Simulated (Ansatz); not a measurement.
**Cu: a trigonal deformation path**

An exercise on one series of results from a longer session: the logs are not shown, and one member is left open.

Method: DFT PBE, scalar-relativistic, plane waves, PAW, in Ansatz 0.2.0.

## The system as given

The structure is cubic, space group Fm-3m (No. 225). The conventional cell has a = 3.615 Å, b = 3.615 Å, c = 3.615 Å, α = 90.00°, β = 90.00°, γ = 90.00°. Around Cu (site symmetry m-3m) lie 12 Cu at 2.56 Å.

As a file:

```xyz
1
Lattice="0.0000 1.8075 1.8075 1.8075 0.0000 1.8075 1.8075 1.8075 0.0000" Properties=species:S:1:pos:R:3 pbc="T T T"
Cu    0.0000    0.0000    0.0000
```

The cell is taken as given, not relaxed at this level.

## The reference cell

The reference gives a free energy of -6625.1759 eV, pressure 1.79 GPa, largest force 0.000 eV/Å and gap on the mesh none (metal). It was computed beforehand with the settings of the runs below.

The first run:

At fixed volume and fractional coordinates, lengths along (0.577, 0.577, 0.577) are scaled against those across it; ρ is that ratio over its starting value.

The input, input.yaml:

```yaml
crystal:
  lattice:
    - [-0.7591024326, 1.5182048651, 1.5182048651]
    - [1.5182048651, -0.7591024326, 1.5182048651]
    - [1.5182048651, 1.5182048651, -0.7591024326]
  atoms:
    - { symbol: Cu, position: [0.0, 0.0, 0.0] }
basis:
  ecutwfc: 420
kpoints:
  mp_grid: { grid: [24, 24, 24] }
hamiltonian:
  xc: pbe
scf:
  occupations: { method: gaussian, width: 0.15 }
output:
  forces: true
  stress: true
  eigenvalues: true
```

Command:

```
$ ansatz run input.yaml --threads 1 --pin off --max-ram 2560MiB --backend cpu --events-out ev --progress --plain --runs-dir out
```

Among the steps run: At ρ = 0.500; Point ρ = 2.000; Point ρ = 0.710; ρ = 1.410; Point ρ = 0.600; At ρ = 0.850; Point ρ = 1.200; Point ρ = 1.700; ρ = 0.930; Point ρ = 1.080.

One table of the session follows, with a row left open; its other results are not shown here.

It belongs to the step «The scan collected». Collected from the runs (energy zero: the undisturbed cell):

| ρ | ΔE (meV/atom) | pressure (GPa) |
| --- | --- | --- |
| 0.500 | 614.1 | 25.6 |
| 0.600 | 526.8 | 22.2 |
| 0.710 | 323.2 | 14.4 |
| 0.850 | 92.2 | 5.5 |
| 0.930 | ? | ? |
| 1.000 | 0.0 | 1.8 |
| 1.080 | 26.6 | 2.8 |
| 1.200 | 147.9 | 8.1 |
| 1.410 | 543.7 | 26.5 |
| 1.700 | 1301.9 | 64.3 |
| 2.000 | 2406.0 | 112.9 |

Estimate the missing values for ρ = 0.930.

Worked estimate for «ΔE (meV/atom)». A straight line through the neighbours (0.850, 92.2) and (1.000, 0.0) gives 92.2 + (0.0 − 92.2) × (0.930 − 0.850) / (1.000 − 0.850) = 43.0; a parabola fitted to 4 rows on both sides gives 22.6.

As computed: ΔE (meV/atom): 21.7; pressure (GPa): 2.6. In «ΔE (meV/atom)» the line misses by +21.3 and the parabola by +0.9.
